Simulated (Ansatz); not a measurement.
PbS, DFT, PBEsol, all-electron LAPW, scalar-relativistic (Ansatz 0.2.0), run on 1 thread of Arm Neoverse V1 on a shared host.

The cell is COD entry 2106944, as deposited and not checked against the literature; nothing was relaxed. The listed cell was then made from it by scaling, straining or moving an atom.

Command: `ansatz run input.yaml --threads 1 --pin off --max-ram 6144MiB --backend cpu --events-out ev --progress --plain --runs-dir out`

```yaml
crystal:
  lattice:
    - [2.920764506, -2.8805363263, 0.0]
    - [2.920764506, 2.8805363263, 0.0]
    - [-1.0728011239, 0.0, 11.6307017932]
  atoms:
    - { symbol: Pb, position: [0.7756, 0.7756, 0.63638] }
    - { symbol: Pb, position: [0.2244, 0.2244, 0.36362] }
    - { symbol: S, position: [0.2684, 0.2684, 0.5986] }
    - { symbol: S, position: [0.7316, 0.7316, 0.4014] }
kpoints:
  mp_grid: { grid: [7, 7, 3] }
  band_path:
    path:
      - [0.0, 0.0, 0.0]
      - [-0.4952296494, 0.4952296494, 0.0]
      - [-0.5047703506, -0.4952296494, 0.0]
      - [-0.5, -0.5, 0.0]
      - [0.0, 0.0, 0.0]
      - [-0.5, -0.5, 0.5]
      - [-0.5160352562, -0.4839647438, 0.5]
      - [-0.4839647438, 0.4839647438, 0.5]
      - [0.0, 0.0, 0.5]
    npoints: 5
scf:
  occupations: { method: fermi_dirac, width: 0.01 }
hamiltonian:
  xc: pbesol
  pseudopotentials: { kind: all_electron, lapw: { basis_error: 0.0005 } }
output:
  forces: true
  stress: true
  eigenvalues: true
```

**Question.** How large is the problem that the program sets up?

**Answer.** 44 irreducible k-points, 1507 plane waves at Γ, 60 bands.

**Question.** About how long does it take, and how much memory does it use?

**Answer.** 2.8 min of wall time for 9 SCF iterations, with a peak of 0.72 GiB. Times on shared machines scatter by tens of per cent.
